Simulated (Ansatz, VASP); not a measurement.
**One calculation of TiS2, two programs**

```xyz
3
Lattice="3.4120 0.0000 0.0000 -1.7060 2.9549 0.0000 0.0000 0.0000 5.6950" Properties=species:S:1:pos:R:3 pbc="T T T"
Ti    0.0000    0.0000    0.0000
S     0.0000    1.9699    1.4238
S     1.7060    0.9850    4.2713
```

Alike in both runs: task single point; functional PBE; k mesh 14 × 14 × 7; occupations fermi-dirac, width 0.05 eV; no spin polarisation.

|  | VASP | Ansatz |
| --- | --- | --- |
| version | VASP 6.6.1 | Ansatz 0.2.0 |
| potentials or method | VASP PAW PBE potentials, release 64 (Ti_sv, S), cutoff 520 eV | all-electron LAPW, scalar-relativistic |

Ansatz gave:

| Quantity | Value |
| --- | --- |
| pressure (GPa) | 0.4 |
| largest component of the traceless stress (GPa) | 0.61 |
| rms of the force components (eV/Å) | 0.067 |

Problem. What did VASP give for the same quantities?

Solution. Pressure (GPa): 0.3; largest component of the traceless stress (GPa): 0.66; rms of the force components (eV/Å): 0.065.

Atom by atom the forces differ by 0.002 eV/Å (rms over components). Ansatz ran all-electron here, so the differences hold the error of VASP's frozen core and of both bases.
